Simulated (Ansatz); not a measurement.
# MgS (F-43m) in Ansatz: single point with PBE

Aim: the single point of MgS with PBE.

Everything below comes from runs of Ansatz 0.2.0. Logs are shortened: lines on timing, memory, paths and dates and some standing lists are left out, and cuts for length are marked.

### Step 1. The cell of the first run

It takes space group F-43m (No. 216, cubic). The conventional cell has a = 5.666 Å, b = 5.666 Å, c = 5.666 Å, α = 90.00°, β = 90.00°, γ = 90.00°. S (site symmetry -43m) is surrounded by 4 Mg at 2.45 Å. Mg (site symmetry -43m) has 4 S at 2.45 Å as nearest neighbours.

The cell comes from a database or a generator and needn't be the stable form of this composition.

### Step 2. Single point, PBE (another cell of the same crystal, with 2 atoms)

input.yaml

```yaml
crystal:
  lattice:
    - [4.00663679, 0.0, 0.0]
    - [2.003318395, 3.4698492439, 0.0]
    - [2.003318395, 1.1566164146, 3.2714052401]
  atoms:
    - { symbol: S, position: [0.25, 0.25, 0.25] }
    - { symbol: Mg, position: [0.0, 0.0, 0.0] }
hamiltonian:
  xc: pbe
  pseudopotentials: { kind: paw }
kpoints:
  mp_grid: { grid: [8, 8, 8] }
scf:
  occupations: { method: gaussian, width: 0.02 }
output:
  forces: true
  stress: true
  eigenvalues: true
```

Potentials or basis: Ansatz PAW.

Launch:

```bash
$ ansatz run input.yaml --threads 2 --pin off --max-ram 5632MiB --backend cpu --events-out ev --progress --plain --runs-dir out
```

Standard output:

```text
Warning: RAYON_NUM_THREADS=2 ignored (pool sized by the plan → 2); use --threads N
Engine: ansatz 0.2.0, x86_64-unknown-linux-gnu
Pseudopotentials: kind: paw
Pseudopotential: S, paw, valence charge 6, recommended cutoff 420 eV (normal), S.paw.azcp
Pseudopotential: Mg, paw, valence charge 10, recommended cutoff 420 eV (normal), Mg.paw.azcp
Functional definition: PBE
  parameter kappa = 0.804
  parameter beta = 0.06672455060314922
  exchange = pbe_x(kappa = kappa, mu = beta*pi^2/3)
  correlation = pbe_c(beta = beta)
Crystal: 2 atoms, lattice volume = 45.480 Å³
Basis set: ecut = 420 eV, 893 PW (Γ), exchange–correlation on 54×54×54 points (8 copies of the dense FFT grid, shifted against one another)
Bands: 12, of which v1, the nominal top of the filled ones, is band 8 counted from 1 (7 counted from 0)
Symmetry: 24 space group operations
Space group: F-43m (ITA 216), of the structure as read, at distance tolerance 3.6e-5 Å
k-points: 29 of 512 (time reversal used)
Non-local potential: S, projectors of the file, l = 0: 2, l = 1: 2, l = 2: 2
Non-local potential: Mg, projectors of the file, l = 0: 3, l = 1: 2, l = 2: 1
PAW form: soft (Blöchl's): semilocal exchange-correlation on the pseudo side does not see the compensation charge
PAW one-centre angular grid: S, 110 points (default); XC on 64 Gauss nodes
PAW one-centre angular grid: Mg, 110 points (default); XC on 64 Gauss nodes
Initial density: superposition of atomic densities (neutral atoms: chi_scale 0, normalization atom), corrected by the library's trained network
Initial wavefunctions: pseudopotential atomic-orbital guess
Functional: x = pbe(κ = 0.804, μ = 0.2195149727645171), c = pbe(β = 0.06672455060314922)
SCF iter   1: F=—  HF=-2828.719270 eV  |F-HF|=—  |Δ(HF+E_count)|=         —  Δρ=5.30e-4  dr2=1.02e-4  ethr=1.77e-3  ⟨swp⟩=6.9  Hψ=2287  notcnv=0
preconditioner: auto → none  [insulator: Δε(μ)=3.448 eV  Ē_g=11.127 eV  σ=0.020 eV  W_gap=1.00  n_scr=14 (ndim 8)  ℏωp=15.6 eV  f_vac=0.016  D(μ)=0.00/eV (n_scr^D=0)  ε∞_Penn≈3.0]
SCF iter   2: F=—  HF=-2828.718558 eV  |F-HF|=—  |Δ(HF+E_count)|=   7.11e-4  Δρ=3.34e-4  dr2=6.51e-5  ethr=6.37e-7  ⟨swp⟩=3.0  Hψ=921  notcnv=0
SCF iter   3: F=—  HF=-2828.718577 eV  |F-HF|=—  |Δ(HF+E_count)|=   1.87e-5  Δρ=1.62e-4  dr2=9.71e-6  ethr=4.07e-7  ⟨swp⟩=2.0  Hψ=430  notcnv=0
SCF iter   4: F=—  HF=-2828.718594 eV  |F-HF|=—  |Δ(HF+E_count)|=   1.68e-5  Δρ=3.54e-5  dr2=4.57e-7  ethr=6.07e-8  ⟨swp⟩=2.3  Hψ=492  notcnv=0
SCF iter   5: F=—  HF=-2828.718596 eV  |F-HF|=—  |Δ(HF+E_count)|=   2.49e-6  Δρ=1.99e-5  dr2=2.22e-7  ethr=2.86e-9  ⟨swp⟩=2.4  Hψ=558  notcnv=0
SCF iter   6: F=-2828.718596 eV  HF=-2828.718596 eV  |F-HF|=2.05e-8  |Δ(HF+E_count)|=   6.08e-8  Δρ=7.95e-6  dr2=3.29e-8  ethr=6.25e-10  ⟨swp⟩=3.0  Hψ=1181  notcnv=0
SCF 1 converged in 6 iterations: F = -2828.718596 eV  dr2 = 3.29e-8
SCF converged after 6 iterations
Free energy (F): -2828.718596 eV
Harris-Foulkes:  -2828.718596 eV  (|F-HF|=2.05e-8)
Internal energy: -2828.718596 eV  (E = F + TS)
E sigma→0 (E₀):  -2828.718596 eV
Fermi energy:    4.839068 eV
--- Per-component energies (eV) ---
  E_band       = -370.209393
  E_kinetic    = 184.055403
  E_local      = -1885.031517  (includes V_loc(G=0)·N_el)
  E_nonlocal   = 123.590161
  E_hartree    = 683.074647
  E_xc         = -127.076745
  E_vxc        = -126.073455  (∫ρ·V_xc dr)
  E_paw        = -892.748394  (= ΣΔE_a)
  E_vpaw       = -32.899121  (= ΣTr[D̂ρ^β])
  E_aug_tail   = -0.000003  (compensation charges beyond the density's cutoff)
  E_ewald      = -914.582148
  E_smearing   = -0.000000  (= −TS)
  E_closure    = -0.000000  (closes the sum)
  Σ components = -2828.718596   (vs F -2828.718596, Δ=0.00e0)
--- Forces (eV/Å), atoms counted from 1 ---
  atom   1  S     -0.00000000     0.00000000    -0.00000000
  atom   2  Mg    -0.00000000    -0.00000000     0.00000000
  max |Σ_I F_I| component: 1.09e-16 eV/Å
--- Stress (GPa, compression-positive) ---
        0.941834       0.000000      -0.000000
       -0.000000       0.941834       0.000000
       -0.000000      -0.000000       0.941834
  P = ⅓ Tr σ = 0.9418 GPa (9.418 kbar)
--- Band table (eV; the first three rows and the last of 29) ---
  k-point 0: bands = ["-70.6650", "-37.4193", "-37.4193", "-37.4193", "-8.1469", "3.1119", "3.1119", "3.1119", "6.5661", "11.0401", "11.0401", "11.0401"]
  k-point 1: bands = ["-70.6650", "-37.4197", "-37.4194", "-37.4194", "-8.0594", "2.4353", "3.0592", "3.0592", "7.2242", "10.8521", "11.2163", "11.2163"]
  k-point 2: bands = ["-70.6649", "-37.4206", "-37.4196", "-37.4196", "-7.8329", "1.2702", "2.9401", "2.9401", "8.0783", "10.8858", "11.2533", "11.2533"]
  k-point 28: bands = ["-70.6649", "-37.4214", "-37.4208", "-37.4203", "-7.2367", "0.8262", "1.2940", "1.7998", "8.6415", "11.0089", "11.2886", "11.6374"]
```

Run time: 2.2 s. Hardware: 2 threads of Intel Xeon at 2.50GHz (Skylake/Cascade Lake), shared host; peak memory 0.31 GiB.

Results:

```yaml
Free_energy: -2828.7186 eV
Pressure: 0.9 GPa
Band_gap_on_the_k_mesh: 3.45 eV, direct
```

Levels at points of the mesh, in eV from the valence-band top:
```csv
k point,band 4,band 5,band 6,band 7,band 8,band 9,band 10,band 11,band 12
"(0.00, 0.00, 0.00)",-40.53,-11.26,0.00,0.00,0.00,3.45,7.93,7.93,7.93
"(0.00, 0.00, -0.50)",-40.53,-10.58,-3.11,-0.32,-0.32,5.11,7.62,7.62,8.60
"(0.00, -0.50, -0.50)",-40.53,-10.36,-2.80,-1.02,-1.02,3.89,5.64,11.14,12.29
```

A k mesh can miss the band edges.
